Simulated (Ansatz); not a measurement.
# SrO: deformation potentials from a series

```
CELL_PARAMETERS angstrom
0.00000 2.56980 2.56980
2.56980 0.00000 2.56980
2.56980 2.56980 0.00000
ATOMIC_POSITIONS crystal
Sr 0.00000 0.00000 0.00000
O 0.50000 0.50000 0.50000
```

Atom numbers follow the list: Sr1, O2.

The cell is COD entry 1100027, as deposited and not checked against the literature; nothing was relaxed. It is an old determination, and later ones may differ.

All numbers below come from DFT, PBEsol, all-electron LAPW, scalar-relativistic (Ansatz 0.2.0).

Settings: a Γ-centred 8×8×8 k mesh, Fermi–Dirac smearing of 0.03 eV, basis error target 0.5 meV/atom, no spin polarisation.

The strain is applied along the Cartesian axes of the cell as listed (the other components stay zero). Fractional coordinates are held (clamped ions).

Only quantities that a quadratic follows smoothly over the whole series are listed; rougher ones are left out.

| εzz | direct gap at Γ, from the mean of the top three filled levels (eV) | singlet less doublet of the top filled triplet at Γ (eV) |
| --- | --- | --- |
| -0.0200 | 3.995 | 0.081 |
| -0.0100 | 3.930 | 0.038 |
| 0.0000 | 3.860 | 0.000 |
| 0.0200 | 3.712 | -0.064 |

(1) Fit the series and give the slopes at zero strain.

(2) One run, at εzz = 0.0100, is withheld. Predict its row.

## Answers

(1) Least-squares fits y = p0 + p1 x + p2 x² to the rows give direct gap at Γ, from the mean of the top three filled levels (eV): p1 = -7.08, p2 = -17; singlet less doublet of the top filled triplet at Γ (eV): p1 = -3.62, p2 = 22. Without spin–orbit coupling the singlet lies 3b(εzz − εxx) above the doublet in the usual convention, so the shear deformation potential is b = -1.21 eV.

(2) The fits give 3.788, -0.034; the run gave 3.788, -0.034.
